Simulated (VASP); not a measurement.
# Hf8Si15 (a cell with a defect) in VASP: a series of runs, part 2 of 2

VASP 6.6.1. Earlier steps stand in the parts before.

### Step 3. Single point, PBE

INCAR reads:

```
SYSTEM = Hf8Si15
ALGO = Fast
EDIFF = 1E-7
ENCUT = 520
GGA = PE
ISIF = 2
ISMEAR = 1
LASPH = .True.
LCHARG = .False.
LREAL = Auto
LWAVE = .False.
NBANDS = 87
NELM = 100
PREC = Accurate
SIGMA = 0.15
```

KPOINTS reads:

```
k-points
0
Gamma
  2 2 2
  0 0 0
```

POSCAR reads:

```
Hf8Si15
1.0
    7.4502520000      0.0000000000      0.0000000000
    1.8625630000     -7.3903990000      0.0000000000
    0.0000000000      0.0000000000     -7.3873560000
Si Hf
15 8
Direct
    0.2502892517     -0.0003173036      0.5002636938
    0.2698927063      0.9214959842      0.1412570343
    0.3751723548      0.4962266584      0.3738406542
    0.1249932993      0.4959431825      0.1249180356
    0.2306825036      0.0778718443      0.8592546508
    0.3755865103      0.5034234282      0.8755947324
    0.1254043688      0.5031394110      0.6266718431
    0.7254406259      0.1014502735      0.3721274567
    0.7772658501      0.8915540284      0.1210535948
    0.8822161978      0.4941110757      0.3756247838
    0.6227352336      0.4955862329      0.1230775937
    0.7233150235      0.1078174534      0.8794571427
    0.7751378818      0.8979129544      0.6283891016
    0.8778421175      0.5037848430      0.8774354451
    0.6183624343      0.5052570233      0.6248883904
    0.0478850426      0.7846968750      0.3719357778
    0.4438514169      0.2089180841      0.1232654823
    0.0567302991      0.7904516387      0.8772475565
    0.4526944745      0.2146649998      0.6285788853
    0.5592821211      0.7830356656      0.3705176791
    0.9527084524      0.2094763760      0.1228834782
    0.5478685036      0.7898909112      0.8776319972
    0.9412987338      0.2163283742      0.6299922462
```

Potentials or basis: VASP PAW PBE potentials, release 64 (Si, Hf_pv).

The run is started by

```bash
$ cat potpaw_PBE.64/Si/POTCAR potpaw_PBE.64/Hf_pv/POTCAR > POTCAR
$ mpirun -np 1 vasp_std > vasp.out
```

OUTCAR:

```text
SYSTEM = Hf8Si15
   EDIFF = 1E-7
   ENCUT = 520
   GGA = PE
   ISIF = 2
   ISMEAR = 1
   LASPH = .True.
   LREAL = Auto
   NELM = 100
   PREC = Accurate

 ion  position               nearest neighbor table
   1  0.250  1.000  0.500-  19 2.66  16 2.66  23 2.66  20 2.66   5 2.71   2 2.71
   2  0.270  0.921  0.141-   5 2.38   1 2.71  20 2.74  16 2.75  17 2.81  21 2.81  22 2.84  18 2.85

   3  0.375  0.496  0.374-  15 2.61  11 2.61   4 2.62   7 2.63  19 2.81  17 2.82  20 2.85  16 2.86

   4  0.125  0.496  0.125-  14 2.59  10 2.59   3 2.62   6 2.63  21 2.79  16 2.81  17 2.81  18 2.84
[... 25 lines left out ...]
  17  0.444  0.209  0.123-  12 2.72   8 2.76   2 2.81   4 2.81   3 2.82  11 2.82   6 2.84   5 2.85
                             9 3.01  22 3.59  20 3.64  19 3.66  21 3.66  19 3.73  21 3.79
  18  0.057  0.790  0.877-   9 2.72  13 2.76   5 2.81   6 2.81   7 2.82  14 2.82   4 2.84   2 2.85
                            12 3.01  21 3.59  23 3.64  16 3.66  22 3.66  16 3.73  22 3.79
  19  0.453  0.215  0.629-   1 2.66  12 2.71   5 2.75   8 2.76  15 2.79   3 2.81   6 2.81   7 2.86
                            13 2.96  22 3.64  23 3.64  17 3.66  20 3.72  17 3.73  23 3.81
  20  0.559  0.783  0.371-   1 2.66   9 2.72   2 2.74  13 2.77  15 2.78  11 2.80  10 2.84   3 2.85
                             8 2.98  17 3.64  22 3.64  16 3.64  19 3.72  22 3.75  16 3.81
  21  0.953  0.209  0.123-  12 2.72   8 2.76   4 2.79   2 2.81  10 2.81  14 2.83   5 2.84  11 2.86
[... 905 lines left out ...]
     82       9.4881     -0.00000
 [bands above 82 left out]

------------------------ aborting loop because EDIFF is reached ----------------------------------------

  FORCE on cell =-STRESS in cart. coord.  units (eV):
  Direction    XX          YY          ZZ          XY          YZ          ZX
  --------------------------------------------------------------------------------------
  -------------------------------------------------------------------------------------
  Total      -10.7974974    -12.7487664    -13.5947659     -0.1168052      1.7126788     -0.1137711
  in kB      -42.5310213    -50.2170122    -53.5493790     -0.4600923      6.7461908     -0.4481411
  external PRESSURE =     -48.7658042 kB  Pullay stress =       0.0000000 kB

 VOLUME and BASIS-vectors are now :
 -----------------------------------------------------------------------------
  energy-cutoff  :      520.00
  volume of cell :      406.75
      direct lattice vectors                 reciprocal lattice vectors
     7.450252000  0.000000000  0.000000000     0.134223648  0.033827673  0.000000000
     1.862563000 -7.390399000  0.000000000     0.000000000 -0.135310692  0.000000000
     0.000000000  0.000000000 -7.387356000     0.000000000  0.000000000 -0.135366429

 POSITION                                       TOTAL-FORCE (eV/Angst)
 -----------------------------------------------------------------------------------
      3.72669     -7.38805     -3.69563        -0.000277     -0.000109      0.000010
      3.72711     -6.81022     -1.04352         0.005899     -0.055629     -0.010480
      3.71938     -3.66731     -2.76169         0.008741      0.000858      0.004587
      1.85496     -3.66522     -0.92281        -0.006959     -0.001288      0.017858
      1.86368     -0.57550     -6.34762        -0.006390      0.055257      0.011210
      3.73587     -3.72050     -6.46833         0.006953      0.000539     -0.018790
[... 15 lines left out ...]
      5.55298     -5.83761     -6.48338        -0.020361     -0.008310      0.001654
      7.41584     -1.59875     -4.65398         0.040140      0.014866      0.024622
 -----------------------------------------------------------------------------------
    total drift:                               -0.003852     -0.004744      0.000109

  FREE ENERGIE OF THE ION-ELECTRON SYSTEM (eV)
  ---------------------------------------------------
  free  energy   TOTEN  =      -172.6783558053 eV

  energy  without entropy=     -172.6651752633  energy(sigma->0) =     -172.67396229
```

OSZICAR:

```text
N       E                     dE             d eps       ncg     rms          rms(c)
DAV:   1     0.586577155959E+03    0.58658E+03   -0.67556E+04  1392   0.146E+03
DAV:   2    -0.131938180324E+03   -0.71852E+03   -0.69178E+03  1640   0.336E+02
DAV:   3    -0.178274278646E+03   -0.46336E+02   -0.44855E+02  1736   0.576E+01
[... 10 lines left out ...]
RMM:  14    -0.172678358227E+03    0.14630E-04   -0.31628E-04  2013   0.371E-02    0.668E-02
RMM:  15    -0.172678356125E+03    0.21020E-05   -0.11401E-04  2051   0.218E-02    0.291E-02
RMM:  16    -0.172678356557E+03   -0.43144E-06   -0.16206E-05  2015   0.906E-03    0.196E-02
RMM:  17    -0.172678356131E+03    0.42640E-06   -0.30862E-06  1810   0.373E-03    0.117E-02
RMM:  18    -0.172678355757E+03    0.37332E-06   -0.24876E-06  1695   0.299E-03    0.143E-03
RMM:  19    -0.172678355805E+03   -0.48069E-07   -0.33039E-07  1280   0.139E-03
   1 F= -.17267836E+03 E0= -.17267396E+03  d E =-.131805E-01
```

stdout:

```text
POSCAR found type information on POSCAR SiHf
 POSCAR found :  2 types and      23 ions
 scaLAPACK will be used
 LDA part: xc-table for (Slater+PW92), standard interpolation
 POSCAR, INCAR and KPOINTS ok, starting setup
 FFT: planning ... GRIDC
 FFT: planning ... GRID_SOFT
 FFT: planning ... GRID
 WAVECAR not read
 entering main loop
```

Run time: 16 min. Hardware: 1 thread of AMD EPYC 7R43 (Zen 3), shared host; peak memory 0.49 GiB.

Results:

| Item | Value |
| --- | --- |
| Free energy | -172.6784 eV |
| Pressure | -4.9 GPa |
| Largest force | 0.057 eV/Å |
| Band gap on the k mesh | none (metal or under the smearing width) |

Forces on the atoms (eV/Å):
```
Si   0.000  0.000  0.000
Si   0.006 -0.056 -0.010
Si   0.009  0.001  0.005
Si  -0.007 -0.001  0.018
Si  -0.006  0.055  0.011
Si   0.007  0.001 -0.019
Si  -0.009 -0.002 -0.005
Si   0.001  0.032  0.002
Si   0.001 -0.029  0.025
Si   0.006 -0.006 -0.007
Si  -0.003 -0.002  0.025
Si   0.000  0.029 -0.025
Si   0.000 -0.031 -0.003
Si   0.002  0.002 -0.024
Si  -0.008  0.008  0.008
Hf   0.031 -0.020 -0.020
Hf  -0.012 -0.005 -0.010
Hf   0.013  0.006  0.011
Hf  -0.031  0.020  0.020
Hf  -0.040 -0.015 -0.025
Hf   0.021  0.009 -0.001
Hf  -0.020 -0.008  0.002
Hf   0.040  0.015  0.025
```

Caveat: the k mesh is coarse (spacing up to 0.43 Å⁻¹), so the values aren't converged.

### Step 4. Single point, PBE

INCAR reads:

```
SYSTEM = Hf8Si15
PREC     = Accurate       ! precision mode
ENCUT    = 520            ! plane-wave cutoff, eV
EDIFF    = 1E-7           ! SCF threshold, eV
ISMEAR   = 1              ! smearing method
SIGMA    = 0.15           ! smearing width, eV
LREAL    = Auto         
LASPH    = .TRUE.         ! aspherical terms in the spheres
NELM     = 100            ! most SCF steps
ALGO     = Fast           ! electronic algorithm
ISIF     = 2              ! what is computed and relaxed
LWAVE    = .FALSE.        ! write WAVECAR
LCHARG   = .FALSE.        ! write CHGCAR
GGA      = PE             ! functional
NBANDS   = 87             ! bands
```

KPOINTS reads:

```
Automatic mesh
0
G
  2 2 2
  0 0 0
```

POSCAR reads:

```
Hf8Si15
1.0
    7.4502520000      0.0000000000      0.0000000000
    1.8625630000     -7.3903990000      0.0000000000
    0.0000000000      0.0000000000     -7.3873560000
Si Hf
15 8
Direct
    0.2420920099      0.0324641471      0.4488443497
    0.2706209156      0.9186996534      0.1350778276
    0.3749964485      0.4995712681      0.3739274241
    0.1242074814      0.4976835486      0.1247585740
    0.2311624950      0.0757628918      0.8548209941
    0.3753493338      0.5042604601      0.8752786518
    0.1247698258      0.5055122193      0.6259799853
    0.7243053789      0.1051343777      0.3709263504
    0.7769496052      0.8929811503      0.1223680028
    0.8809297973      0.4976202232      0.3745138315
    0.6228153755      0.4963662990      0.1230227703
    0.7228883765      0.1096137029      0.8804430164
    0.7741210052      0.9016545656      0.6271223426
    0.8780813515      0.5039951158      0.8768055851
    0.6180064092      0.5061576513      0.6246276746
    0.0484317228      0.7865744461      0.3714242281
    0.4405854698      0.2103468297      0.1254481306
    0.0549659958      0.7912873175      0.8792105051
    0.4513740398      0.2157557393      0.6273103665
    0.5577934695      0.7844277420      0.3698794264
    0.9553842803      0.2103055600      0.1251182426
    0.5489655346      0.7904985915      0.8797803977
    0.9418393306      0.2172584998      0.6282077106
```

The run is started by

```bash
$ cat potpaw_PBE.64/Si/POTCAR potpaw_PBE.64/Hf_pv/POTCAR > POTCAR
$ mpirun -np 1 vasp_std > vasp.out
```

Wall time 5.8 min (1 thread of AMD EPYC 9R45 (Zen 5), shared host); peak memory 0.5 GiB.

The run converged. Its results:

| Property | Result |
| --- | --- |
| Free energy | -172.8761 eV |
| Pressure | -5.0 GPa |
| Largest force | 0.677 eV/Å |
| Band gap on the k mesh | none (metal or under the smearing width) |

Forces in eV/Å, atoms in the order of the input:
```
Si   0.002 -0.327  0.592
Si   0.010  0.002 -0.006
Si   0.018  0.000 -0.019
Si  -0.007  0.006 -0.014
Si  -0.010  0.095  0.010
Si   0.011  0.014 -0.048
Si  -0.016  0.015 -0.019
Si  -0.001  0.017 -0.013
Si  -0.001 -0.013 -0.016
Si   0.000 -0.005 -0.017
Si  -0.002  0.021 -0.009
Si   0.003  0.014 -0.073
Si  -0.002 -0.019 -0.012
Si   0.004  0.032 -0.041
Si  -0.005  0.011 -0.023
Hf   0.026 -0.002 -0.042
Hf  -0.045  0.015 -0.064
Hf  -0.014  0.032 -0.038
Hf  -0.023  0.018 -0.013
Hf  -0.035  0.006 -0.042
Hf   0.049  0.026 -0.044
Hf   0.015  0.034 -0.044
Hf   0.023  0.006 -0.004
```

Stress tensor (GPa, compression positive):
```
-4.71 -0.01 -0.03
-0.01 -5.10  0.49
-0.03  0.49 -5.31
```

Levels at points of the mesh, in eV from the Fermi level:
| k point | band 66 | band 67 | band 68 | band 69 | band 70 | band 71 | band 72 | band 73 | band 74 | band 75 |
| --- | --- | --- | --- | --- | --- | --- | --- | --- | --- | --- |
| (0.00, 0.00, 0.00) | -0.91 | -0.72 | -0.29 | 0.07 | 0.19 | 0.26 | 0.47 | 0.60 | 0.82 | 0.92 |
| (0.50, 0.00, 0.00) | -1.17 | -1.11 | -0.96 | -0.71 | -0.11 | 0.22 | 0.97 | 1.02 | 1.03 | 1.07 |
| (0.00, 0.50, 0.00) | -0.71 | -0.61 | -0.52 | -0.47 | -0.26 | -0.08 | 0.26 | 0.52 | 0.65 | 0.80 |
| (0.50, 0.50, 0.00) | -1.16 | -1.02 | -0.64 | -0.41 | -0.23 | 0.44 | 0.87 | 0.89 | 0.97 | 1.01 |
| (0.00, 0.00, 0.50) | -1.25 | -1.19 | -0.56 | -0.15 | -0.08 | 0.13 | 0.39 | 1.01 | 1.20 | 1.24 |
| (0.50, 0.00, 0.50) | -1.09 | -1.01 | -0.93 | -0.87 | -0.77 | 0.00 | 0.34 | 0.83 | 0.86 | 1.10 |
| (0.00, 0.50, 0.50) | -1.22 | -1.21 | -1.11 | -0.42 | -0.35 | 0.70 | 0.85 | 1.25 | 1.30 | 1.40 |
| (0.50, 0.50, 0.50) | -0.79 | -0.73 | -0.70 | -0.66 | -0.56 | -0.01 | 0.09 | 0.96 | 1.07 | 1.14 |

Caveat: the k mesh is coarse (spacing up to 0.43 Å⁻¹), so the values aren't converged. The run has no spin-orbit coupling, so splittings on Hf are missing.

### Step 5. Overview

```tsv
cell	gap on the mesh (eV)	pressure (GPa)	largest force (eV/Å)
Pm, 17.68 Å³/atom	none	-5.3	0.03
P-1, 17.68 Å³/atom	none	-4.9	0.06
P1, 17.68 Å³/atom	none	-5.0	0.68
```

Some of these runs hold the atoms at other places in the same cell, which the table doesn't show; runs alike in all that it shows share one row.

Alike in all rows: task single point; level PBE; potentials or basis VASP PAW PBE potentials, release 64 (Si, Hf_pv); no spin polarisation; k mesh 2 × 2 × 2; cutoff (eV) 520; smearing methfessel-paxton 0.15 eV; the mesh is coarse, so values aren't converged.

Caveats: all runs use coarse meshes.

Absolute energies hang on the potentials; compare differences alone.
